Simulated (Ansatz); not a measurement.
Crystal: Cl.

```
CELL_PARAMETERS angstrom
3.14500 -2.25000 0.00000
3.14500 2.25000 0.00000
0.00000 0.00000 8.21000
ATOMIC_POSITIONS crystal
Cl 0.37000 0.63000 0.40000
Cl 0.13000 0.87000 0.90000
Cl 0.63000 0.37000 0.60000
Cl 0.87000 0.13000 0.10000
```

| Property | Result |
| --- | --- |
| Program | Ansatz 0.2.0 |
| Task | single point |
| Functional | PBEsol |
| Potentials or basis | all-electron LAPW, scalar-relativistic |
| Cutoff | 307 eV (chosen from the basis error) |
| Basis error allowed | 0.001 eV/atom |
| k mesh | 7 × 7 × 4 |
| Occupations | fermi-dirac, width 0.05 eV |
| Spin | no spin polarisation |

On this cell: pressure -0.9 GPa; largest force 0.174 eV/Å; band gap on the k mesh 2.44 eV, indirect (least direct gap 2.49 eV).

The same run follows on a disturbed copy (atoms moved at random, drawn with an rms of 0.05 Å):

```xyz
4
Lattice="3.1450 -2.2500 0.0000 3.1450 2.2500 0.0000 0.0000 0.0000 8.2100" Properties=species:S:1:pos:R:3 pbc="T T T"
Cl    3.1942    0.5447    3.2853
Cl    3.1545    1.7107    7.4021
Cl    3.1272   -0.5831    4.9371
Cl    3.1560   -1.6490    0.8095
```

Q: What changes?

A: The energy moves by +0.8 meV/atom; pressure 0.1 GPa; largest force 0.541 eV/Å; band gap on the k mesh 2.57 eV, indirect (least direct gap 2.61 eV).

Forces on the atoms (eV/Å):
```
Cl  -0.030 -0.001 -0.125
Cl  -0.007 -0.221 -0.488
Cl   0.030 -0.011  0.125
Cl   0.007  0.232  0.488
```

Stress tensor (GPa, compression positive):
```
 0.17 -0.01  0.03
-0.01 -0.18  0.55
 0.03  0.55  0.19
```

Caveats: an odd mesh through Γ misses points on the zone boundary, where band edges often lie.
